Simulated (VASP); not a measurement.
# HfN (F-43m) in VASP: further runs, part 2 of 2

VASP 6.6.1. The steps go on from the part before.

### 5 Single point, PBEsol

Contents of INCAR:

```
SYSTEM = HfN
PREC = Accurate ; ENCUT = 400
EDIFF = 1E-7 ; ISMEAR = 0
SIGMA = 0.05 ; LREAL = .False.
LASPH = .True. ; NELM = 100
ALGO = Normal ; ISIF = 2
LWAVE = .False. ; LCHARG = .False.
GGA = PS ; ADDGRID = .False.
```

Contents of KPOINTS:

```
Automatic mesh
0
Gamma
  3 3 3
  0 0 0
```

Contents of POSCAR:

```
HfN
1.0
    0.0000000000      2.4548220000      2.4548220000
    2.4548220000      0.0000000000      2.4548220000
    2.4548220000      2.4548220000      0.0000000000
Hf N
1 1
Direct
    0.0013890000     -0.0035870000      0.0084710000
    0.2560200000      0.2829830000      0.2320270000
```

Potentials or basis: VASP PAW PBE potentials, release 64 (Hf_pv, N).

The run is started by

```sh
cat potpaw_PBE.64/Hf_pv/POTCAR potpaw_PBE.64/N/POTCAR > POTCAR
mpirun -np 1 vasp_std > vasp.out
```

OUTCAR:

```text
SYSTEM = HfN
   PREC = Accurate
   ENCUT = 400
   EDIFF = 1E-7
   ISMEAR = 0
   LREAL = .False.
   LASPH = .True.
   NELM = 100
   ISIF = 2
   GGA = PS

 Found     14 irreducible k-points:

 Following reciprocal coordinates:
            Coordinates               Weight
  0.000000  0.000000  0.000000      1.000000
  0.333333  0.000000  0.000000      2.000000
  0.000000  0.333333  0.000000      2.000000
  0.000000  0.000000  0.333333      2.000000
  0.333333  0.333333  0.333333      2.000000
  0.333333  0.333333  0.000000      2.000000
   k-points           NKPTS =     14   k-points in BZ     NKDIM =     14   number of bands    NBANDS=     11
   number of dos      NEDOS =    301   number of ions     NIONS =      2
   total plane-waves  NPLWV =  13824
   dimension x,y,z NGX =    24 NGY =   24 NGZ =   24
   dimension x,y,z NGXF=    48 NGYF=   48 NGZF=   48
   ions per type =               1   1
   NGX,Y,Z   is equivalent  to a cutoff of  11.49, 11.49, 11.49 a.u.
   NGXF,Y,Z  is equivalent  to a cutoff of  22.99, 22.99, 22.99 a.u.
 SYSTEM =  HfN
   PREC   = accura    normal or accurate (medium, high low for compatibility)
   ISTART =      0    job   : 0-new  1-cont  2-samecut
   ICHARG =      2    charge: 1-file 2-atom 10-const
   ISPIN  =      1    spin polarized calculation?
   LNONCOLLINEAR =      F non collinear calculations
   LSORBIT =      F    spin-orbit coupling
   LASPH  =      T    aspherical Exc in radial PAW
   ENCUT  =  400.0 eV  29.40 Ry    5.42 a.u.   5.66  5.66  5.66*2*pi/ulx,y,z
   NELM   =    100;   NELMIN=  2; NELMDL= -5     # of ELM steps
   EDIFF  = 0.1E-06   stopping-criterion for ELM
   LREAL  =      F    real-space projection
   EDIFFG = 0.1E-05   stopping-criterion for IOM
   NSW    =      0    number of steps for IOM
   IBRION =     -1    ionic relax: 0-MD 1-quasi-New 2-CG
   NFREE  =      0    steps in history (QN), initial steepest desc. (CG)
   ISIF   =      2    stress and relaxation
   ISYM   =      2    0-nonsym 1-usesym 2-fastsym
   POTIM  = 0.5000    time-step for ionic-motion
   TEBEG  =    0.0;   TEEND  =   0.0 temperature during run
   PSTRESS=    0.0 pullay stress
   NELECT =      15.0000    total number of electrons
   NUPDOWN=      -1.0000    fix difference up-down
   EMIN   =  10.00;   EMAX   =-10.00  energy-range for DOS
   EFERMI =   0.00;   METHOD = LEGACY
   ISMEAR =     0;   SIGMA  =   0.05  broadening in eV -4-tet -1-fermi 0-gaus
   EFERMI_NEDOS =   21; number of points for ismear=-14 and -15
   IALGO  =     38    algorithm
   IMIX   =      4    mixing-type and parameters
     AMIX     =   0.40;   BMIX     =  1.00
     AMIX_MAG =   1.60;   BMIX_MAG =  1.00
  volume/ion in A,a.u.               =      14.79        99.83
  Fermi-wavevector in a.u.,A,eV,Ry     =   1.305395  2.466839 23.185087  1.704056
  Thomas-Fermi vector in A             =   2.436267
   LORBIT       =      0    0 simple, 1 ext, 2 COOP (PROOUT), +10 PAW based schemes
   GGA     = PS    functional components
   LHFCALC =     F    Hartree Fock is set to
   AEXX    =    0.0000 exact exchange contribution
   IVDW    =     0    specifies the selected vdW correction
   LEPSILON=     F    determine dielectric tensor
   LRPA    =     F    only Hartree local field effects (RPA)
 non-spin polarized calculation
 Gauss-broadening in eV      SIGMA  =   0.05
  energy-cutoff  :      400.00
  volume of cell :       29.59
 maximum number of plane-waves:       540
 NGX is ok and might be reduce to    24
   NGX = 11   NGY = 11   NGZ = 11

 number of electron      15.0000000 magnetization

 Free energy of the ion-electron system (eV)
  ---------------------------------------------------
  ext. energy  EPLUGINS =         0.00000000
  ---------------------------------------------------
  free energy    TOTEN  =       -22.29666556 eV

  energy without entropy =      -22.29478994  energy(sigma->0) =      -22.29572775

 E-fermi :   4.8962     XC(G=0): -11.3997

 val. band max:        4.8265814671   @ k =   0.0000   0.0000   0.0000
 cond. band min:       4.9186393201   @ k =   0.3333  -0.3333  -0.3333
 fundamental gap:      0.0920578530
 Fermi energy:         4.8961737777

 k-point     1 :       0.0000    0.0000    0.0000
  band No.  band energies     occupation
      1     -25.4697      2.00000
      2     -25.4601      2.00000
      3     -25.4283      2.00000
      4     -10.4936      2.00000
      5       0.0265      2.00000
      6       0.1537      2.00000
      7       0.3202      2.00000
      8       4.8266      1.95097
      9       7.7739      0.00000
     10       7.7888      0.00000
     11      11.5625      0.00000

 k-point     2 :       0.3333    0.0000    0.0000
  band No.  band energies     occupation
      1     -25.8283      2.00000
      2     -25.5069      2.00000
      3     -25.4823      2.00000
      4      -9.6015      2.00000
      5      -0.4445      2.00000
      6       0.6089      2.00000
      7       0.7649      2.00000
      8       7.1033      0.00000
      9       7.6156      0.00000
     10       7.8167      0.00000
     11      10.5190      0.00000

 k-point     3 :       0.0000    0.3333    0.0000
  band No.  band energies     occupation
      1     -25.8149      2.00000
      2     -25.5194      2.00000
      3     -25.5091      2.00000
      4      -9.4933      2.00000
      5      -0.4561      2.00000
      6       0.8272      2.00000
      7       0.8855      2.00000
      8       7.0333      0.00000
      9       7.3625      0.00000
     10       7.5550      0.00000
     11      10.5412      0.00000

 k-point     4 :       0.0000    0.0000    0.3333
  band No.  band energies     occupation
      1     -25.8035      2.00000
      2     -25.5068      2.00000
      3     -25.4815      2.00000
      4      -9.7128      2.00000
      5      -0.3669      2.00000
      6       0.4309      2.00000
      7       0.5645      2.00000
      8       7.3999      0.00000
      9       7.7370      0.00000
     10       7.9433      0.00000
     11      10.5175      0.00000

 k-point     5 :       0.3333    0.3333    0.3333
  band No.  band energies     occupation
      1     -25.8054      2.00000
      2     -25.5140      2.00000
      3     -25.4818      2.00000
      4      -9.6733      2.00000
      5      -0.3977      2.00000
      6       0.4958      2.00000
      7       0.6428      2.00000
      8       7.2883      0.00000
      9       7.6240      0.00000
     10       7.9632      0.00000
     11      10.5238      0.00000

 k-point     6 :       0.3333    0.3333    0.0000
  band No.  band energies     occupation
      1     -25.8094      2.00000
      2     -25.5823      2.00000
      3     -25.5653      2.00000
      4      -9.3450      2.00000
      5      -1.2235      2.00000
      6       1.3191      2.00000
      7       1.5491      2.00000
      8       4.6655      2.00000
      9       8.8345      0.00000
     10       9.0563      0.00000
     11      10.9970      0.00000

 [... further k-points ...]
[... 5 lines left out ...]
  --------------------------------------------------------------------------------------
  -------------------------------------------------------------------------------------
  Total       -1.4959438     -1.3553591     -1.3472218     -0.9278578     -0.3784428      0.5244463
  in kB      -81.0094788    -73.3964334    -72.9557738    -50.2460589    -20.4937206     28.4002107
  external PRESSURE =     -75.7872287 kB  Pullay stress =       0.0000000 kB

 VOLUME and BASIS-vectors are now :
 -----------------------------------------------------------------------------
  energy-cutoff  :      400.00
  volume of cell :       29.59
      direct lattice vectors                 reciprocal lattice vectors
     0.000000000  2.454822000  2.454822000    -0.203680756  0.203680756  0.203680756
     2.454822000  0.000000000  2.454822000     0.203680756 -0.203680756  0.203680756
     2.454822000  2.454822000  0.000000000     0.203680756  0.203680756 -0.203680756

 POSITION                                       TOTAL-FORCE (eV/Angst)
 -----------------------------------------------------------------------------------
      2.46681      0.02420      2.44943         0.184284     -0.355643      0.987086
      1.26426      1.19807      1.32316        -0.184284      0.355643     -0.987086
 -----------------------------------------------------------------------------------
    total drift:                               -0.000016      0.000185     -0.000092

  FREE ENERGIE OF THE ION-ELECTRON SYSTEM (eV)
  ---------------------------------------------------
  free  energy   TOTEN  =       -22.2966655626 eV

  energy  without entropy=      -22.2947899430  energy(sigma->0) =      -22.29572775
```

OSZICAR:

```text
N       E                     dE             d eps       ncg     rms          rms(c)
DAV:   1     0.324056412024E+02    0.32406E+02   -0.68900E+03   308   0.999E+02
DAV:   2    -0.235581885837E+02   -0.55964E+02   -0.52580E+02   444   0.220E+02
DAV:   3    -0.256153479715E+02   -0.20572E+01   -0.20378E+01   394   0.369E+01
DAV:   4    -0.256334564345E+02   -0.18108E-01   -0.18088E-01   361   0.389E+00
DAV:   5    -0.256337515945E+02   -0.29516E-03   -0.29510E-03   418   0.419E-01    0.530E+01
DAV:   6    -0.224470565427E+02    0.31867E+01   -0.19477E+01   332   0.290E+01    0.381E+01
DAV:   7    -0.223240438907E+02    0.12301E+00   -0.97393E-01   359   0.852E+00    0.232E+01
DAV:   8    -0.223031902704E+02    0.20854E-01   -0.89691E-02   377   0.315E+00    0.473E+00
DAV:   9    -0.222969381554E+02    0.62521E-02   -0.29740E-02   371   0.129E+00    0.161E+00
DAV:  10    -0.222966658752E+02    0.27228E-03   -0.17804E-03   382   0.391E-01    0.672E-02
DAV:  11    -0.222966675135E+02   -0.16383E-05   -0.68806E-05   380   0.897E-02    0.543E-02
DAV:  12    -0.222966656242E+02    0.18893E-05   -0.61228E-06   377   0.226E-02    0.153E-02
DAV:  13    -0.222966655626E+02    0.61589E-07   -0.23095E-07   346   0.554E-03
   1 F= -.22296666E+02 E0= -.22295728E+02  d E =-.187562E-02
```

Wall time 2.5 s (1 thread of Intel Xeon 6975P-C (Granite Rapids), shared host); peak memory 0.13 GiB.

These settings aren't checked as converged: the numbers below hold their error.

Results:

```
Free energy            : -22.2967 eV
Largest force          : 1.065 eV/Å
Band gap on the k mesh : none (metal or under the smearing width)
```

Caveat: the k mesh is coarse (spacing up to 0.74 Å⁻¹), so the values aren't converged; the cutoff is under 1.25 times the usual one of these potentials, so pressure, stress and relaxed cells hold a basis-set (Pulay) error; the PAW data sets were made with another functional, which shifts forces and pressure a little.

### 6 Single point, PBEsol

Changes to INCAR since step 5:

```diff
@@ -1,3 +1,3 @@
 SYSTEM = HfN
-PREC = Accurate ; ENCUT = 400
+PREC = Accurate ; ENCUT = 460
 EDIFF = 1E-7 ; ISMEAR = 0
```

KPOINTS is that of step 5.

Contents of POSCAR:

```
HfN
1.0
    0.0000000000      2.4548220000      2.4548220000
    2.4548220000      0.0000000000      2.4548220000
    2.4548220000      2.4548220000      0.0000000000
Hf N
1 1
Direct
    0.0000000000      0.0000000000      0.0000000000
    0.2500000000      0.2500000000      0.2500000000
```

Potentials or basis: VASP PAW PBE potentials, release 64 (Hf_pv, N).

The run is started by

```sh
cat potpaw_PBE.64/Hf_pv/POTCAR potpaw_PBE.64/N/POTCAR > POTCAR
mpirun -np 1 vasp_std > vasp.out
```

Wall time 1.9 s (1 thread of Intel Xeon 6975P-C (Granite Rapids), shared host); peak memory 0.13 GiB.

The run converged, but some of its settings lie outside the range that counts as converged, so its numbers aren't taken as properties of the crystal.

What came out:

| Item | Value |
| --- | --- |
| Free energy | -22.3293 eV |
| Pressure | -7.4 GPa |
| Band gap on the k mesh | none (metal or under the smearing width) |

Caveat: the k mesh is coarse (spacing up to 0.74 Å⁻¹), so the values aren't converged; the cutoff is under 1.25 times the usual one of these potentials, so pressure, stress and relaxed cells hold a basis-set (Pulay) error; the PAW data sets were made with another functional, which shifts forces and pressure a little.

### 7 For comparison

An earlier run on the cell as given: functional PBEsol; potentials or basis VASP PAW PBE potentials, release 64 (Hf_pv, N); cutoff 520 eV; k mesh 9 × 9 × 9; occupations fermi-dirac, width 0.05 eV; no spin polarisation.

- Pressure: -5.9 GPa
- Band gap on the k mesh: none (metal or under the smearing width)
